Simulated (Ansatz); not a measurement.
**ZnSe (Stilleite): band structure with PBE**

**Measured values to compare with.**

From “Alloy Disordering Effects on the Thermal Conductivity and Energy Gap Temperature Dependence of Cd1−xZnxSe Ternary Crystals Grown by the Bridgman Method”, 2023, pmc:10253836, for a bulk crystal of ZnSe at 300 K: band gap 2.695 ± 0.003 eV (an exciton energy, a little under the gap).

The system is ZnSe (Stilleite).

```
Se Zn
1.0
     0.00000    2.83380    2.83380
     2.83380    0.00000    2.83380
     2.83380    2.83380    0.00000
Se Zn
1 1
Direct
  0.75000 0.75000 0.75000
  0.00000 0.00000 0.00000
```

| Quantity | Value |
| --- | --- |
| Program | Ansatz 0.2.0 |
| Task | band structure |
| Functional | PBE |
| Potentials or basis | Ansatz PAW |
| Cutoff | 420 eV (not typed: the program's choice for these potentials) |
| k mesh | 6 × 6 × 6 |
| Occupations | fermi-dirac, width 0.05 eV |
| Spin | spin-orbit coupling, no magnetisation |
| Path | [["G", "X", "W", "K", "G", "L", "U", "W", "L", "K"], ["U", "X"]] |
| Points for each segment of the path | 14 |

| Property | Result |
| --- | --- |
| Pressure | 2.1 GPa |
| Band gap on the k mesh | 1.16 eV, direct |
| Band gap along the path | 1.16 eV, direct |

Levels at the corners of the path, in eV from the valence-band top:
```csv
point,band 25,band 26,band 27,band 28,band 29,band 30,band 31,band 32
Γ,0.00,0.00,0.00,0.00,1.16,1.16,5.58,5.58
X,-2.40,-2.40,-2.23,-2.23,2.86,2.86,3.34,3.34
W,-3.00,-2.82,-2.77,-2.76,5.26,5.35,5.44,5.51
K,-3.27,-3.16,-1.92,-1.92,3.46,3.46,5.42,5.52
Γ,0.00,0.00,0.00,0.00,1.16,1.16,5.58,5.58
L,-1.11,-1.11,-0.88,-0.88,2.42,2.42,6.23,6.23
U,-3.27,-3.16,-1.92,-1.92,3.46,3.46,5.42,5.52
W,-3.00,-2.82,-2.77,-2.76,5.26,5.35,5.44,5.51
L,-1.11,-1.11,-0.88,-0.88,2.42,2.42,6.23,6.23
K,-3.27,-3.16,-1.92,-1.92,3.46,3.46,5.42,5.52
U,-3.27,-3.16,-1.92,-1.92,3.46,3.46,5.42,5.52
X,-2.40,-2.40,-2.23,-2.23,2.86,2.86,3.34,3.34
```

Run time: 20 s on 2 threads of Intel(R) Xeon(R) Processor @ 2.70GHz, on a shared host, peak memory 0.55 GiB.

Against the measured gap of ZnSe, 2.695 eV (an exciton energy, a little under the gap; 300 K; “Alloy Disordering Effects on the Thermal Conductivity and Energy Gap Temperature Dependence of Cd1−xZnxSe Ternary Crystals Grown by the Bridgman Method”, 2023, pmc:10253836), the calculated 1.16 eV is off by -1.53 eV. So large a miss can be the level of theory's own, or it may mean another phase, state or a wrong row. The value is that of PBE, without temperature or zero-point motion. Semilocal functionals fall short of measured gaps as a rule.
